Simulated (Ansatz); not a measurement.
## ZnSe (zincblende): the band gap by level of theory

All numbers come from Ansatz 0.2.0. No magnetic order and no zero-point or thermal motion.

The cell is ZnSe built on the zincblende prototype; cell and atoms were relaxed with r2SCAN. The symmetry is F-43m (No. 216, cubic); a = 5.665 Å in the conventional setting, 22.72 Å³ an atom. Zn is surrounded by 4 Se at 2.45 Å; Se is surrounded by 4 Zn at 2.45 Å.

```
Zn Se
1.0
     0.00000    2.83242    2.83242
     2.83242    0.00000    2.83242
     2.83242    2.83242    0.00000
Zn Se
1 1
Direct
  0.00000 0.00000 0.00000
  0.25000 0.25000 0.25000
```

Relaxed lattice by functional, symmetry kept:
```
functional  k mesh  a (Å)  volume (Å³/atom)
       PBE   8×8×8  5.732             23.54
    r2SCAN   8×8×8  5.665             22.72
```

Band edges at fixed r2SCAN geometry:
```csv
level,k mesh,gap (eV),kind,edges,least direct gap (eV),rough cost
PBE,8×8×8,1.29,direct,Γ,1.29,4 core-seconds
PBE+SOC,8×8×8,1.17,direct,Γ,1.17,12 core-seconds
r2SCAN,8×8×8,1.87,direct,Γ,1.87,7 core-seconds
HSE06,6×6×6,2.42,direct,Γ,2.42,2.5 core-minutes
PBE0,6×6×6,3.05,direct,Γ,3.05,2.4 core-minutes
```
PBE, PBE+SOC: smearing of 0.02 eV; the others have fixed occupations.
Wave cutoffs: 420 eV, 500 eV (r2SCAN).
Costs come from shared machines and give only the order; PBE's includes the band path.

The HSE06 gap is direct at Γ: 2.42 eV. Spin-orbit coupling changes the PBE gap by -0.12 eV, to 1.17 eV; at Γ the threefold valence level splits into a fourfold and a twofold level 0.38 eV apart, the fourfold one on top.

r2SCAN covers 51 % of the step from PBE to HSE06, while HSE06 needs about 23 times r2SCAN's cost (on a coarser mesh). For gaps to 0.1 eV, spin-orbit coupling (up to 0.12 eV here) has to be included. Among these functionals the gap stays direct.

r2SCAN (ground state on 6×6×6): ε∞: 6.41 in all directions. Born charges, averaged over directions: Zn +2.05, Se -2.05 e.

Only the levels marked +SOC include spin-orbit coupling.

The meshes of the hybrids are coarse, so their gaps aren't converged to the digits shown.
